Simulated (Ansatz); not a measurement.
# MoS2: response to biaxial strain in the a-b plane

One table from this session's results is given with a row withheld; the runs are named, their logs left out.

Method: DFT PBEsol, scalar-relativistic, plane waves, PAW, in Ansatz 0.2.0.

3 further runs of the same task are left out: 3 set aside as unsound or not needed.

### The structure to begin with

Symmetry: P6_3/mmc, No. 194, hexagonal system. Conventional cell: a = 3.141 Å, b = 3.141 Å, c = 12.585 Å, α = 90.00°, β = 90.00°, γ = 120.00°. Mo (site symmetry -6m2) is surrounded by 6 S at 2.39 Å. S (site symmetry 3m) has 3 Mo at 2.39 Å as nearest neighbours.

As a file:

```
Mo S
1.0
     3.14139    0.00000    0.00000
    -1.57069    2.72052    0.00000
     0.00000    0.00000   12.58509
Mo S
2 4
Direct
  0.66667 0.33333 0.25000
  0.33333 0.66667 0.75000
  0.66667 0.33333 0.62612
  0.33333 0.66667 0.37388
  0.66667 0.33333 0.87388
  0.33333 0.66667 0.12612
```

It goes back to an entry of the Materials Project.

This cell was relaxed beforehand with the same method: volume 17.93 Å³/atom, gap on the mesh 0.98 eV.

The unstrained cell comes from an earlier run at this level (6 atoms, E(σ→0) -13340.3408 eV, gap 0.97 eV over the zone).

Set-up of the first run:

Input file input.yaml:

```yaml
crystal:
  lattice:
    - [3.0785606306, 0.0, 0.0]
    - [-1.5392803153, 2.6661117132, 0.0]
    - [0.0, 0.0, 12.7361086363]
  atoms:
    - { symbol: Mo, position: [0.6666666667, 0.3333333333, 0.25] }
    - { symbol: Mo, position: [0.3333333333, 0.6666666667, 0.75] }
    - { symbol: S, position: [0.6666666667, 0.3333333333, 0.6261196758] }
    - { symbol: S, position: [0.3333333333, 0.6666666667, 0.3738803242] }
    - { symbol: S, position: [0.6666666667, 0.3333333333, 0.8738803242] }
    - { symbol: S, position: [0.3333333333, 0.6666666667, 0.1261196758] }
basis:
  ecutwfc: 420
kpoints:
  mp_grid: { grid: [12, 12, 2] }
hamiltonian:
  xc: pbesol
scf:
  occupations: { method: gaussian, width: 0.02 }
output:
  forces: true
  stress: true
  eigenvalues: true
  write_density: true
  write_potential: true
  elf: true
  volumetric_format: npy
relax:
  adjacent_minimum: "off"
  f_tol: 0.008
  max_steps: 40
  cell: { stress_tol: 0.015, fix: [a, b, gamma] }
```

Launch:

```
> ansatz run input.yaml --threads 1 --pin off --max-ram 2560MiB --backend cpu --events-out ev --progress --plain --runs-dir out
```

Among the steps run: The cell strained by -2.0 %; Seeking the band edges at -2.0 %; At +2.0 %; Seeking the band edges at +2.0 %; The cell strained by -4.0 %; Seeking the band edges at -4.0 %; The cell strained by +4.0 %; Band edges over the zone at +4.0 %; Strain -6.0 %; The gap over the whole zone at -6.0 %; At +6.0 %; The gap over the whole zone at +6.0 %.

One table of the session follows, with a row left open; its other results are not shown here.

It belongs to the step «Energy, stress and gap against strain». Lengths are those of the vectors of the cell that was run; stresses in GPa:

```
strain (%)  ΔE (meV/atom)  a (Å)  b (Å)   c (Å)
      -6.0          125.5  2.953  2.953  12.947
      -4.0           53.5  3.016  3.016  12.816
      -2.0           12.8  3.079  3.079  12.699
      +0.0            0.0  3.141  3.141  12.585
      +2.0           11.9  3.204  3.204  12.476
      +4.0              ?      ?      ?       ?
      +6.0           99.3  3.330  3.330  12.284
```

**Question.** Estimate the row for strain (%) = +4.0.

Worked estimate for «ΔE (meV/atom)». A straight line through the neighbours (2.0, 11.9) and (6.0, 99.3) gives 11.9 + (99.3 − 11.9) × (4.0 − 2.0) / (6.0 − 2.0) = 55.6; a parabola fitted to 3 rows on both sides gives 45.0.

As computed: ΔE (meV/atom): 45.8; a (Å): 3.267; b (Å): 3.267; c (Å): 12.378. In «ΔE (meV/atom)» the line misses by +9.8 and the parabola by -0.8.

ΔE is over the unstrained cell. Stress in GPa, positive in compression, on the Cartesian axes of the input.

To keep in mind: Layers here are held mostly by dispersion, which this level lacks, so their spacing and the stiffness across them are unreliable there.
